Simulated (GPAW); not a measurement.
Crystal: HfN.

```
Hf N
1.0
     0.00000    2.25600    2.25600
     2.25600    0.00000    2.25600
     2.25600    2.25600    0.00000
Hf N
1 1
Direct
  0.00000 0.00000 0.00000
  0.50000 0.50000 0.50000
```

Program: GPAW 26.7.0. Alike in all runs: task single point; no spin polarisation; cell as given; smearing fermi-dirac 0.05 eV.

Order these runs on this cell by their pressure, lowest first.
A. level PBE; potentials or basis GPAW PAW data sets (gpaw-data 1.2.1), pw; k mesh 8 × 8 × 8; cutoff (eV) 650; maxiter 120; convergence default
B. level r2SCAN; potentials or basis GPAW PAW data sets (gpaw-data 1.2.1), pw; k mesh 8 × 8 × 8; cutoff (eV) 650; maxiter 120; convergence default
C. level PBEsol; potentials or basis PAW data sets generated in the run's folder for this functional, pw; k mesh 10 × 10 × 10; cutoff (eV) 800; maxiter 150

C (-1.6 GPa), B (0.5 GPa), A (3.9 GPa).

Caveats: the cutoff is short for stress and forces, so pressures can be off by a GPa or more (some runs); the PAW data sets were made with another functional, which shifts forces and pressure a little (some runs).
